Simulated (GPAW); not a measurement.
# Hf (P6/mmm) in GPAW: further runs, part 2 of 2

GPAW 26.7.0.

## Step 4: Relaxation of cell and atoms, PBEsol, target pressure 20 GPa, at which the enthalpy is minimised

The input, run.py:

```python
from ase import Atoms
from ase.filters import FrechetCellFilter
from ase.io import write
from ase.optimize import BFGS
from ase.units import GPa
from gpaw import GPAW, PW, setup_paths

setup_paths.insert(0, '.')

atoms = Atoms(['Hf', 'Hf', 'Hf'],
              cell=[[4.962329544, 0.0, 0.0],
                    [-2.481164772, 4.297503447, 0.0],
                    [0.0, 0.0, 3.08623225]],
              scaled_positions=[[0.0, 0.0, 0.0],
                                [0.3333333333, 0.6666666667, 0.5],
                                [0.6666666667, 0.3333333333, 0.5]],
              pbc=True)

calc = GPAW(mode=PW(600),
            xc='PBEsol',
            kpts={'size': (5, 5, 6), 'gamma': True},
            occupations={'name': 'fermi-dirac', 'width': 0.05},
            nbands=34,
            convergence={'density': 1e-05, 'forces': 0.0001},
            maxiter=150,
            txt='gpaw.txt')
atoms.calc = calc
opt = BFGS(FrechetCellFilter(atoms, scalar_pressure=20 * GPa), trajectory='relax.traj', logfile='-')
done = opt.run(fmax=0.02, steps=60)
calc.write('gs.gpw')
write('result.traj', atoms)
print('Converged:', done)
print('Cell:', atoms.cell.cellpar().round(4))
print('Volume:', round(atoms.get_volume(), 4))
print(atoms.get_scaled_positions().round(5))
```

Potentials or basis: PAW data sets generated in the run's folder for this functional, pw.

Started as:

```sh
> gpaw-setup -f PBEsol Hf
> OMP_NUM_THREADS=1 python run.py
```

gpaw.txt:

```text
__  _  _
 | _ |_)|_||  |
 |__||  | ||/\| - 26.7.0

Input parameters:
  mode=PW(ecut=600.0),
  convergence={'density': 1e-05, 'forces': 0.0001},
  kpts=MonkhorstPack(size=(5, 5, 6), gamma=True),
  maxiter=150,
  nbands=34,
  occupations=Occupations(name='fermi-dirac', width=0.05),
  xc=XC(name='PBEsol')

Diagonalizing LCAO Hamiltonian
Converting LCAO to pw mode

         Hf
              Hf

       Hf

Atoms  # Å, Bohr magnetons
|   | symbol |         x |        y |        z |    initial magnetic moments |
|---|--------|-----------|----------|----------|-----------------------------|
| 0 |     Hf |  0.000000 | 0.000000 | 0.000000 | ( 0.0000,  0.0000,  0.0000) |
| 1 |     Hf | -0.000000 | 2.865002 | 1.543116 | ( 0.0000,  0.0000,  0.0000) |
| 2 |     Hf |  2.481165 | 1.432501 | 1.543116 | ( 0.0000,  0.0000,  0.0000) |

Unit cell  # Å
| periodic |         x |        y |        z |  lengths |     angles |
|----------|-----------|----------|----------|----------|------------|
|      yes |  4.962330 | 0.000000 | 0.000000 | 4.962330 |  90.000000 |
|      yes | -2.481165 | 4.297503 | 0.000000 | 4.962330 |  90.000000 |
|      yes |  0.000000 | 0.000000 | 3.086232 | 3.086232 | 120.000000 |

Number of symmetries: 24
Symmetry operations  # r_c * U_cc + t_c -> r_c
|    | kind |            matrix            |
|----|------|------------------------------|
|  0 |  σ   |  1, 1, 0,  0,-1, 0,  0, 0, 1 |
|  1 |  C2  |  1, 1, 0,  0,-1, 0,  0, 0,-1 |
|  2 |  C6  |  1, 1, 0, -1, 0, 0,  0, 0, 1 |
|  3 |  S6  |  1, 1, 0, -1, 0, 0,  0, 0,-1 |
|  4 |  E   |  1, 0, 0,  0, 1, 0,  0, 0, 1 |
|  5 |  σ   |  1, 0, 0,  0, 1, 0,  0, 0,-1 |
|  6 |  σ   |  1, 0, 0, -1,-1, 0,  0, 0, 1 |
[... 466 lines left out ...]
|  8 |  σ   |  0, 1, 0,  1, 0, 0,  0, 0, 1 |
[... 416 lines left out ...]
Stress tensor  # eV/Ang^3
|         x |         y |         z |
|-----------|-----------|-----------|
| -0.122929 | -0.000000 |  0.000000 |
| -0.000000 | -0.122929 |  0.000000 |
|  0.000000 |  0.000000 | -0.125297 |

Forces  # eV/Ang
|        x |       y |       z |
|----------|---------|---------|
|  0.00000 | 0.00000 | 0.00000 |  # Hf   0
| -0.00000 | 0.00000 | 0.00000 |  # Hf   1
|  0.00000 | 0.00000 | 0.00000 |  # Hf   2

Interpolating wave functions to new cell
[... 158 lines left out ...]
SCF iterations
|iter     | |      energy | eigst |  dens |force |
|---------|-|-------------|-------|-------|------|
|iter:   1| |  -23.683656 | -3.95 |       |      |
|iter:   2| |  -23.683646 | -6.56 | -3.36 |      |
|iter:   3| |  -23.683588c| -5.55 | -3.39 |      |
|iter:   4| |  -23.683593c| -6.99 | -4.24 |      |
|iter:   5| |  -23.683590c| -7.78c| -4.42 |      |
|iter:   6| |  -23.683592c| -8.57c| -4.70 |      |
|iter:   7| |  -23.683591c| -9.30c| -5.73c|      |
|iter:   8| |  -23.683591c|-10.24c| -6.30c|-16.18c|

Converged in 8 steps
Energy contributions relative to reference atoms: (reference = -1229287.125952)

Energy contributions:
  Kinetic:          55.917118
  Coulomb:         -46.373021
  Zero:             -1.508391
  External:          0.000000
  Xc:              -31.713065
  Entropy:          -0.012465
  Spinorbit:         0.000000
  ----------------------------
  Free energy:     -23.689824
  Extrapolated:    -23.683591
[... 260 lines left out ...]
Stress tensor  # eV/Ang^3
|         x |         y |         z |
|-----------|-----------|-----------|
| -0.124533 |  0.000000 |  0.000000 |
|  0.000000 | -0.124533 | -0.000000 |
|  0.000000 | -0.000000 | -0.126108 |

Forces  # eV/Ang
|        x |        y |        z |
|----------|----------|----------|
|  0.00000 |  0.00000 |  0.00000 |  # Hf   0
|  0.00000 | -0.00000 | -0.00000 |  # Hf   1
| -0.00000 |  0.00000 |  0.00000 |  # Hf   2

Interpolating wave functions to new cell
[... 222 lines left out ...]
Forces  # eV/Ang
|        x |        y |       z |
|----------|----------|---------|
|  0.00000 |  0.00000 | 0.00000 |  # Hf   0
|  0.00000 | -0.00000 | 0.00000 |  # Hf   1
| -0.00000 | -0.00000 | 0.00000 |  # Hf   2

# Writing to gs.gpw (mode='')
```

Run time: 2.2 min. Hardware: 1 thread of Intel Xeon Platinum 8488C (Sapphire Rapids), shared host; peak memory 0.26 GiB.

Results:

```yaml
Free_energy: -23.6878 eV
Relaxed_volume: 18.76 Å³/atom
Relaxed_cell: a = 4.706 Å, b = 4.706 Å, c = 2.934 Å, α = 90.00°, β = 90.00°, γ = 120.00°
Space_group_after_relaxing_to_0.05_Å: P6/mmm (No. 191)
Energy_change_on_relaxing_the_enthalpy_is_what_falls: +148.1 meV/atom
Ionic_steps: 7
Pressure_after_relaxing: 20.1 GPa
Band_gap_on_the_k_mesh: none (metal or under the smearing width)
```

The path:
```csv
step,energy change (eV),largest force (eV/Å),pressure (GPa),volume (Å³)
1,0.0000,0.0000,-2.41,65.82
2,0.0002,0.0000,2.66,62.99
3,0.5372,0.0000,22.43,55.58
4,0.4357,0.0000,19.82,56.35
5,0.4423,0.0000,20.00,56.29
6,0.4438,0.0000,20.04,56.28
7,0.4443,0.0000,20.05,56.28
```

Final structure:
```
CELL_PARAMETERS angstrom
4.70641 0.00000 0.00000
-2.35320 4.07587 0.00000
0.00000 0.00000 2.93372
ATOMIC_POSITIONS crystal
Hf 0.00000 0.00000 0.00000
Hf 0.33333 0.66667 0.50000
Hf 0.66667 0.33333 0.50000
```

Caveat: later steps reuse the first step's grids.

## Step 5: Relaxation of cell and atoms, PBEsol, target pressure 30 GPa, at which the enthalpy is minimised

run.py: that of step 4 with these lines changed.

```diff
@@ -27,3 +27,3 @@
 atoms.calc = calc
-opt = BFGS(FrechetCellFilter(atoms, scalar_pressure=20 * GPa), trajectory='relax.traj', logfile='-')
+opt = BFGS(FrechetCellFilter(atoms, scalar_pressure=30 * GPa), trajectory='relax.traj', logfile='-')
 done = opt.run(fmax=0.02, steps=60)
```

Started as:

```sh
> gpaw-setup -f PBEsol Hf
> OMP_NUM_THREADS=1 python run.py
```

It took 2 min on 1 thread of Intel Xeon Platinum 8488C (Sapphire Rapids), shared host; peak memory 0.26 GiB.

It converged, with:

| Quantity | Value |
| --- | --- |
| Free energy | -23.2663 eV |
| Relaxed volume | 17.85 Å³/atom |
| Relaxed cell | a = 4.631 Å, b = 4.631 Å, c = 2.884 Å, α = 90.00°, β = 90.00°, γ = 120.00° |
| Space group after relaxing (to 0.05 Å) | P6/mmm (No. 191) |
| Energy change on relaxing (the enthalpy is what falls) | +288.6 meV/atom |
| Ionic steps | 6 |
| Pressure after relaxing | 30.0 GPa |
| Band gap on the k mesh | none (metal or under the smearing width) |

Stress tensor (GPa, compression positive):
```
29.94  0.00  0.00
 0.00 29.94  0.00
 0.00  0.00 30.17
```

The path:
| step | energy change (eV) | largest force (eV/Å) | pressure (GPa) | volume (Å³) |
| --- | --- | --- | --- | --- |
| 1 | 0.0000 | 0.0000 | -2.41 | 65.82 |
| 2 | 0.0296 | 0.0000 | 5.19 | 61.77 |
| 3 | 1.0700 | 0.0000 | 34.32 | 52.54 |
| 4 | 0.8490 | 0.0000 | 29.65 | 53.65 |
| 5 | 0.8650 | 0.0000 | 30.00 | 53.57 |
| 6 | 0.8659 | 0.0000 | 30.02 | 53.56 |

Final structure:
```yaml
crystal:
  lattice:
    - [4.63073, 0.00000, 0.00000]
    - [-2.31537, 4.01033, 0.00000]
    - [0.00000, 0.00000, 2.88416]
  atoms:
    - { symbol: Hf, position: [0.00000, 0.00000, 0.00000] }
    - { symbol: Hf, position: [0.33333, 0.66667, 0.50000] }
    - { symbol: Hf, position: [0.66667, 0.33333, 0.50000] }
```

Levels at points of the mesh, in eV from the Fermi level:
```csv
k point,band 14,band 15,band 16,band 17,band 18,band 19,band 20,band 21,band 22,band 23
"(0.00, 0.00, 0.00)",-3.29,-0.55,-0.50,-0.50,-0.44,-0.44,1.27,2.47,2.47,3.31
"(0.00, 0.00, 0.50)",-3.48,-3.08,-2.49,-2.49,-1.88,1.61,1.61,2.65,2.65,6.49
```

Caveat: later steps reuse the first step's grids; the volume moved by over 15 % at a fixed basis, so the end points are rough. Spin-orbit coupling is left out, which matters for the levels of Hf.

## Step 6: For comparison

An earlier run on the cell as given: functional PBEsol; potentials or basis PAW data sets generated in the run's folder for this functional; cutoff 600 eV; basis pw; k mesh 6 × 6 × 9; occupations fermi-dirac, width 0.05 eV; no spin polarisation.

* Pressure: -2.2 GPa
* Band gap on the k mesh: none (metal or under the smearing width)

## Step 7: Summary

| task | cell | k mesh | optimizer | fmax | max steps | target pressure | convergence | gap on the mesh (eV) | pressure (GPa) |
| --- | --- | --- | --- | --- | --- | --- | --- | --- | --- |
| relaxation of cell and atoms | relaxed to 5 GPa | 5 × 5 × 6 | BFGS | 0.02 eV/Å | 60 | 5 GPa | density=1e-05 forces=0.0001 | none | 5.0 |
| relaxation of cell and atoms | relaxed to 10 GPa | 5 × 5 × 6 | BFGS | 0.02 eV/Å | 60 | 10 GPa | density=1e-05 forces=0.0001 | none | 10.0 |
| relaxation of cell and atoms | relaxed to 20 GPa | 5 × 5 × 6 | BFGS | 0.02 eV/Å | 60 | 20 GPa | density=1e-05 forces=0.0001 | none | 20.1 |
| relaxation of cell and atoms | relaxed to 30 GPa | 5 × 5 × 6 | BFGS | 0.02 eV/Å | 60 | 30 GPa | density=1e-05 forces=0.0001 | none | 30.0 |
| single point | as given | 6 × 6 × 9 | - | - | - | - | - | none | -2.2 |

Alike in all rows: level PBEsol; potentials or basis PAW data sets generated in the run's folder for this functional, pw; no spin polarisation; cutoff (eV) 600; smearing fermi-dirac 0.05 eV.

Caveats: later steps reuse the first step's grids (some runs); the volume moved by over 15 % at a fixed basis, so the end points are rough (some runs).

Total energies depend on the potentials used, so only differences within one code and one set of settings carry meaning.
